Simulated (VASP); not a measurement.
# Ru (P6_3/mmc) in VASP: further runs

Runs on Ru. Level: PBEsol. Tasks: equation of state.

All numbers are computed with VASP 6.6.1; they aren't measurements. Logs are shortened: lines on timing, memory, paths and dates and some standing lists are left out, and cuts for length are marked.

## Step 1: The crystal as given

Symmetry: P6_3/mmc, No. 194, hexagonal system. The conventional cell has a = 2.697 Å, b = 2.697 Å, c = 4.230 Å, α = 90.00°, β = 90.00°, γ = 120.00°. Ru (site symmetry -6m2) is surrounded by 12 Ru at 2.63 to 2.70 Å.

## Step 2: Equation of state, PBEsol, 12.79 Å³/atom (a relaxed cell with its volume scaled by 0.96)

INCAR

```
PREC     = Accurate       # precision mode
ENCUT    = 520            # plane-wave cutoff, eV
EDIFF    = 1E-6           # SCF threshold, eV
ISMEAR   = -1             # smearing method
SIGMA    = 0.05           # smearing width, eV
LREAL    = F              # projectors in reciprocal space
LASPH    = T              # aspherical terms in the spheres
NELM     = 100            # most SCF steps
ALGO     = Fast           # electronic algorithm
ISIF     = 2              # what is computed and relaxed
LWAVE    = F              # write WAVECAR
LCHARG   = F              # write CHGCAR
GGA      = PS             # functional
```

KPOINTS

```
regular mesh
0
Gamma
  10 10 6
```

POSCAR

```
Ru                                      
1.0
    2.6609284604      0.0000000000     -0.0000000000
   -1.3304642302      2.3044316444      0.0000000000
   -0.0000000000     -0.0000000000      4.1723978188
  Ru            
     2
Direct
     0.6666666667000030    0.3333333332999970    0.7500000000000000
     0.3333333332999970    0.6666666667000030    0.2500000000000000
```

Potentials or basis: VASP PAW PBE potentials, release 64 (Ru_pv).

Run with:

```bash
$ cat potpaw_PBE.64/Ru_pv/POTCAR > POTCAR
$ mpirun -np 1 vasp_std > vasp.out
```

OUTCAR:

```text
PREC = Accurate
   ENCUT = 520
   EDIFF = 1E-6
   ISMEAR = -1
   LREAL = F
   LASPH = T
   NELM = 100
   ISIF = 2
   GGA = PS

 ion  position               nearest neighbor table
   1  0.667  0.333  0.750-   2 2.59   2 2.59   2 2.59   2 2.59   2 2.59   2 2.59
   2  0.333  0.667  0.250-   1 2.59   1 2.59   1 2.59   1 2.59   1 2.59   1 2.59

  LATTYP: Found a hexagonal cell.
 ALAT       =     2.6609284604
 C/A-ratio  =     1.5680232975

  Lattice vectors:

 A1 = (   2.6609284604,   0.0000000000,   0.0000000000)
 A2 = (  -1.3304642302,   2.3044316444,   0.0000000000)
 A3 = (   0.0000000000,   0.0000000000,   4.1723978188)

Analysis of symmetry for initial positions (statically):
=====================================================================
 Subroutine PRICEL returns:
 Original cell was already a primitive cell.

 Routine SETGRP: Setting up the symmetry group for a
 hexagonal supercell.

 Subroutine GETGRP returns: Found 24 space group operations
 (whereof 12 operations were pure point group operations)
 out of a pool of 24 trial point group operations.

The static configuration has the point symmetry D_3d.
 The point group associated with its full space group is D_6h.

Analysis of symmetry for dynamics (positions and initial velocities):
=====================================================================
 Subroutine PRICEL returns:
 Original cell was already a primitive cell.

 Routine SETGRP: Setting up the symmetry group for a
 hexagonal supercell.

 Subroutine GETGRP returns: Found 24 space group operations
 (whereof 12 operations were pure point group operations)
 out of a pool of 24 trial point group operations.

The dynamic configuration has the point symmetry D_3d.
 The point group associated with its full space group is D_6h.

 Subroutine INISYM returns: Found 24 space group operations
 (whereof 12 operations are pure point group operations),
 and found     1 'primitive' translations

----------------------------------------------------------------------------------------

                                     Primitive cell

  volume of cell :      25.5848

  direct lattice vectors                    reciprocal lattice vectors
     2.660928460  0.000000000  0.000000000     0.375808675  0.216973240  0.000000000
    -1.330464230  2.304431644  0.000000000     0.000000000  0.433946480  0.000000000
     0.000000000  0.000000000  4.172397819     0.000000000  0.000000000  0.239670339

  length of vectors
     2.660928460  2.660928460  4.172397819     0.433946480  0.433946480  0.239670339

  position of ions in fractional coordinates (direct lattice)
     0.666666667  0.333333333  0.750000000
     0.333333333  0.666666667  0.250000000

  ion indices of the primitive-cell ions
   primitive index   ion index
                 1           1
                 2           2

----------------------------------------------------------------------------------------

 KPOINTS: regular mesh

Automatic generation of k-mesh.
 Grid dimensions read from file:
 generate k-points for:   10   10    6

 Generating k-lattice:

  Cartesian coordinates                     Fractional coordinates (reciprocal lattice)
     0.037580868  0.021697324  0.000000000     0.100000000  0.000000000  0.000000000
     0.000000000  0.043394648  0.000000000     0.000000000  0.100000000  0.000000000
     0.000000000  0.000000000  0.039945057     0.000000000  0.000000000  0.166666667

  Length of vectors
     0.043394648  0.043394648  0.039945057

  Shift w.r.t. Gamma in fractional coordinates (k-lattice)
     0.000000000  0.000000000  0.000000000

 Subroutine IBZKPT returns following result:
 ===========================================

 Found     56 irreducible k-points:

 Following reciprocal coordinates:
            Coordinates               Weight
  0.000000  0.000000  0.000000      1.000000
  0.100000 -0.000000  0.000000      6.000000
  0.200000 -0.000000  0.000000      6.000000
  0.300000 -0.000000  0.000000      6.000000
  0.400000 -0.000000  0.000000      6.000000
  0.500000  0.000000  0.000000      3.000000
[... 16 lines left out ...]
  0.300000  0.100000  0.166667     24.000000
  0.400000  0.100000  0.166667     24.000000
 [... further k-points ...]
   k-points           NKPTS =     56   k-points in BZ     NKDIM =     56   number of bands    NBANDS=     18
   number of dos      NEDOS =    301   number of ions     NIONS =      2
   total plane-waves  NPLWV =  12800
   dimension x,y,z NGX =    20 NGY =   20 NGZ =   32
   dimension x,y,z NGXF=    40 NGYF=   40 NGZF=   64
   ions per type =               2
   NGX,Y,Z   is equivalent  to a cutoff of  12.50, 12.50, 12.75 a.u.
   NGXF,Y,Z  is equivalent  to a cutoff of  24.99, 24.99, 25.50 a.u.
 SYSTEM =  unknown system
   PREC   = accura    normal or accurate (medium, high low for compatibility)
   ISTART =      0    job   : 0-new  1-cont  2-samecut
   ICHARG =      2    charge: 1-file 2-atom 10-const
   ISPIN  =      1    spin polarized calculation?
   LNONCOLLINEAR =      F non collinear calculations
   LSORBIT =      F    spin-orbit coupling
   LASPH  =      T    aspherical Exc in radial PAW
   ENCUT  =  520.0 eV  38.22 Ry    6.18 a.u.   4.95  4.95  7.76*2*pi/ulx,y,z
   NELM   =    100;   NELMIN=  2; NELMDL= -5     # of ELM steps
   EDIFF  = 0.1E-05   stopping-criterion for ELM
   LREAL  =      F    real-space projection
   EDIFFG = 0.1E-04   stopping-criterion for IOM
   NSW    =      0    number of steps for IOM
   IBRION =     -1    ionic relax: 0-MD 1-quasi-New 2-CG
   NFREE  =      0    steps in history (QN), initial steepest desc. (CG)
   ISIF   =      2    stress and relaxation
   ISYM   =      2    0-nonsym 1-usesym 2-fastsym
   POTIM  = 0.5000    time-step for ionic-motion
   TEBEG  =    0.0;   TEEND  =   0.0 temperature during run
   PSTRESS=    0.0 pullay stress
   NELECT =      28.0000    total number of electrons
   NUPDOWN=      -1.0000    fix difference up-down
   EMIN   =  10.00;   EMAX   =-10.00  energy-range for DOS
   EFERMI =   0.00;   METHOD = LEGACY
   ISMEAR =    -1;   SIGMA  =   0.05  broadening in eV -4-tet -1-fermi 0-gaus
   EFERMI_NEDOS =   21; number of points for ismear=-14 and -15
   IALGO  =     68    algorithm
   IMIX   =      4    mixing-type and parameters
     AMIX     =   0.40;   BMIX     =  1.00
     AMIX_MAG =   1.60;   BMIX_MAG =  1.00
  volume/ion in A,a.u.               =      12.79        86.33
  Fermi-wavevector in a.u.,A,eV,Ry     =   1.687071  3.188101 38.725001  2.846207
  Thomas-Fermi vector in A             =   2.769622
   LORBIT       =      0    0 simple, 1 ext, 2 COOP (PROOUT), +10 PAW based schemes
   GGA     = PS    functional components
   LHFCALC =     F    Hartree Fock is set to
   AEXX    =    0.0000 exact exchange contribution
   IVDW    =     0    specifies the selected vdW correction
   LEPSILON=     F    determine dielectric tensor
   LRPA    =     F    only Hartree local field effects (RPA)
 non-spin polarized calculation
 RMM-DIIS sequential band-by-band and
  energy-cutoff  :      520.00
  volume of cell :       25.58
 maximum number of plane-waves:       703
 NGX is ok and might be reduce to    20
   NGX =  9   NGY =  9   NGZ = 15

 number of electron      27.9999995 magnetization

 Free energy of the ion-electron system (eV)
  ---------------------------------------------------
  ext. energy  EPLUGINS =         0.00000000
  ---------------------------------------------------
  free energy    TOTEN  =       -20.27892791 eV

  energy without entropy =      -20.26524265  energy(sigma->0) =      -20.27208528

 E-fermi :  13.8445     XC(G=0): -14.6524

 val. band max:       13.8387664147   @ k =   0.1000   0.1000   0.3333
 cond. band min:      13.8777216270   @ k =   0.3000   0.1000   0.1667
 fundamental gap:      0.0389552123
 Fermi energy:        13.8444689006

 k-point     1 :       0.0000    0.0000    0.0000
  band No.  band energies     occupation
      1     -30.0497      2.00000
      2     -28.9061      2.00000
      3     -28.9060      2.00000
      4     -28.6908      2.00000
      5     -28.6908      2.00000
      6     -28.6274      2.00000
[... 10 lines left out ...]
     17      15.1199      0.00000
     18      15.2492      0.00000

 k-point     2 :       0.1000   -0.0000    0.0000
  band No.  band energies     occupation
      1     -30.0083      2.00000
      2     -28.9917      2.00000
      3     -28.9353      2.00000
      4     -28.7801      2.00000
      5     -28.7018      2.00000
      6     -28.6476      2.00000
[... 10 lines left out ...]
     17      15.2762      0.00000
     18      17.6940      0.00000

 k-point     3 :       0.2000   -0.0000    0.0000
  band No.  band energies     occupation
      1     -29.8921      2.00000
      2     -29.2161      2.00000
      3     -29.0084      2.00000
      4     -29.0066      2.00000
      5     -28.7336      2.00000
      6     -28.7083      2.00000
[... 10 lines left out ...]
     17      15.5762      0.00000
     18      20.4022      0.00000

 k-point     4 :       0.3000   -0.0000    0.0000
  band No.  band energies     occupation
      1     -29.7245      2.00000
      2     -29.4929      2.00000
      3     -29.2730      2.00000
      4     -29.0941      2.00000
      5     -28.8069      2.00000
      6     -28.7763      2.00000
[... 375 lines left out ...]
      4     -29.0424      2.00000
      5     -28.8197      2.00000
      6     -28.7682      2.00000
[... 10 lines left out ...]
     17      15.5710      0.00000
     18      20.3841      0.00000

 k-point    23 :       0.3000    0.1000    0.1667
  band No.  band energies     occupation
      1     -29.7457      2.00000
      2     -29.5144      2.00000
      3     -29.3653      2.00000
      4     -29.1430      2.00000
      5     -28.8934      2.00000
      6     -28.8380      2.00000
[... 10 lines left out ...]
     17      16.1162      0.00000
     18      21.6852      0.00000

 k-point    24 :       0.4000    0.1000    0.1667
  band No.  band energies     occupation
      1     -29.8268      2.00000
      2     -29.6069      2.00000
      3     -29.3522      2.00000
      4     -29.1822      2.00000
      5     -28.9727      2.00000
      6     -28.8834      2.00000
[... 10 lines left out ...]
     17      17.7083      0.00000
     18      20.9428      0.00000

 [... further k-points ...]
[... 5 lines left out ...]
  --------------------------------------------------------------------------------------
  -------------------------------------------------------------------------------------
  Total        2.4316453      2.4316453      2.6090389      0.0000000     -0.0000000      0.0000000
  in kB      152.2748133    152.2748133    163.3835747      0.0000000     -0.0000000      0.0000000
  external PRESSURE =     155.9777338 kB  Pullay stress =       0.0000000 kB

 VOLUME and BASIS-vectors are now :
 -----------------------------------------------------------------------------
  energy-cutoff  :      520.00
  volume of cell :       25.58
      direct lattice vectors                 reciprocal lattice vectors
     2.660928460  0.000000000  0.000000000     0.375808675  0.216973240  0.000000000
    -1.330464230  2.304431644  0.000000000     0.000000000  0.433946480  0.000000000
     0.000000000  0.000000000  4.172397819     0.000000000  0.000000000  0.239670339

 POSITION                                       TOTAL-FORCE (eV/Angst)
 -----------------------------------------------------------------------------------
      1.33046      0.76814      3.12930        -0.000000     -0.000000      0.000000
     -0.00000      1.53629      1.04310         0.000000      0.000000      0.000000
 -----------------------------------------------------------------------------------
    total drift:                               -0.000000      0.000000     -0.000000

  FREE ENERGIE OF THE ION-ELECTRON SYSTEM (eV)
  ---------------------------------------------------
  free  energy   TOTEN  =       -20.2789279106 eV

  energy  without entropy=      -20.2652426480  energy(sigma->0) =      -20.27208528
```

It took 14 s on 1 thread of Intel Xeon Platinum 8488C (Sapphire Rapids), shared host; peak memory 0.15 GiB.

Results:

- Free energy: -20.2789 eV
- Pressure: 15.6 GPa
- Band gap on the k mesh: none (metal or under the smearing width)

Caveat: the PAW data sets were made with another functional, which shifts forces and pressure a little.

## Step 3: Equation of state, PBEsol, 13.06 Å³/atom (a relaxed cell with its volume scaled by 0.98)

INCAR is that of step 2.

KPOINTS is that of step 2.

POSCAR

```
Ru                                      
1.0
    2.6792802711      0.0000000000     -0.0000000000
   -1.3396401356      2.3203247787      0.0000000000
   -0.0000000000     -0.0000000000      4.2011738855
  Ru            
     2
Direct
     0.6666666667000030    0.3333333332999970    0.7500000000000000
     0.3333333332999970    0.6666666667000030    0.2500000000000000
```

Potentials or basis: VASP PAW PBE potentials, release 64 (Ru_pv).

Run with:

```bash
$ cat potpaw_PBE.64/Ru_pv/POTCAR > POTCAR
$ mpirun -np 1 vasp_std > vasp.out
```

Wall time 14 s (1 thread of Intel Xeon Platinum 8488C (Sapphire Rapids), shared host); peak memory 0.14 GiB.

Results (log left out):

- Free energy: -20.3178 eV
- Pressure: 7.4 GPa
- Band gap on the k mesh: none (metal or under the smearing width)

Caveat: the PAW data sets were made with another functional, which shifts forces and pressure a little.

## Step 4: Equation of state, PBEsol, 13.33 Å³/atom

INCAR is that of step 3.

KPOINTS is that of step 3.

POSCAR

```
Ru                                      
1.0
    2.6973840654      0.0000000000     -0.0000000000
   -1.3486920327      2.3360031244      0.0000000000
   -0.0000000000     -0.0000000000      4.2295610566
  Ru            
     2
Direct
     0.6666666667000030    0.3333333332999970    0.7500000000000000
     0.3333333332999970    0.6666666667000030    0.2500000000000000
```

Run with:

```bash
$ cat potpaw_PBE.64/Ru_pv/POTCAR > POTCAR
$ mpirun -np 1 vasp_std > vasp.out
```

Wall time 14 s (1 thread of Intel Xeon Platinum 8488C (Sapphire Rapids), shared host); peak memory 0.14 GiB.

The run converged. Its results:

```yaml
Free_energy: -20.3305 eV
Pressure: 0.1 GPa
Band_gap_on_the_k_mesh: none (metal or under the smearing width)
```

Caveat: the PAW data sets were made with another functional, which shifts forces and pressure a little.

## Step 5: Equation of state, PBEsol, 13.59 Å³/atom (a relaxed cell with its volume scaled by 1.02)

INCAR is that of step 4.

KPOINTS is that of step 4.

POSCAR

```
Ru                                      
1.0
    2.7152480566      0.0000000000     -0.0000000000
   -1.3576240283      2.3514737946      0.0000000000
   -0.0000000000     -0.0000000000      4.2575722111
  Ru            
     2
Direct
     0.6666666667000030    0.3333333332999970    0.7500000000000000
     0.3333333332999970    0.6666666667000030    0.2500000000000000
```

Run with:

```bash
$ cat potpaw_PBE.64/Ru_pv/POTCAR > POTCAR
$ mpirun -np 1 vasp_std > vasp.out
```

Run time: 14 s. Hardware: 1 thread of Intel Xeon Platinum 8488C (Sapphire Rapids), shared host; peak memory 0.14 GiB.

Results (log left out):

* Free energy: -20.3200 eV
* Pressure: -6.5 GPa
* Band gap on the k mesh: none (metal or under the smearing width)

Caveat: the PAW data sets were made with another functional, which shifts forces and pressure a little.

## Step 6: Equation of state, PBEsol, 13.86 Å³/atom (a relaxed cell with its volume scaled by 1.04)

INCAR is that of step 5.

KPOINTS is that of step 5.

POSCAR

```
Ru                                      
1.0
    2.7328800315      0.0000000000     -0.0000000000
   -1.3664400158      2.3667435328      0.0000000000
   -0.0000000000     -0.0000000000      4.2852195586
  Ru            
     2
Direct
     0.6666666667000030    0.3333333332999970    0.7500000000000000
     0.3333333332999970    0.6666666667000030    0.2500000000000000
```

Potentials or basis: VASP PAW PBE potentials, release 64 (Ru_pv).

Run with:

```bash
$ cat potpaw_PBE.64/Ru_pv/POTCAR > POTCAR
$ mpirun -np 1 vasp_std > vasp.out
```

Wall time 14 s (1 thread of Intel Xeon Platinum 8488C (Sapphire Rapids), shared host); peak memory 0.15 GiB.

Results (log left out):

* Free energy: -20.2887 eV
* Pressure: -12.4 GPa
* Band gap on the k mesh: none (metal or under the smearing width)

Caveat: the PAW data sets were made with another functional, which shifts forces and pressure a little.

## Step 7: Equation of state, PBEsol

Potentials or basis: VASP PAW PBE potentials, release 64 (Ru_pv).

This step only gathers the single runs of the series.

Results:

| Quantity | Value |
| --- | --- |
| Equilibrium volume | 13.33 Å³/atom |
| Bulk modulus at fixed shape and positions | 348 GPa |
| Pressure derivative of the bulk modulus | 4.9 (rough: it moves with the points fitted) |

Energy against volume, from the lowest point:
| volume (Å³/atom) | energy (meV/atom) |
| --- | --- |
| 12.792 | 25.80 |
| 13.059 | 6.35 |
| 13.325 | 0.00 |
| 13.592 | 5.26 |
| 13.858 | 20.89 |

Caveat: the cell was scaled at fixed shape and fractional positions, which overstates the stiffness of a crystal with free parameters, most of all of layers and chains; the PAW data sets were made with another functional, which shifts forces and pressure a little.
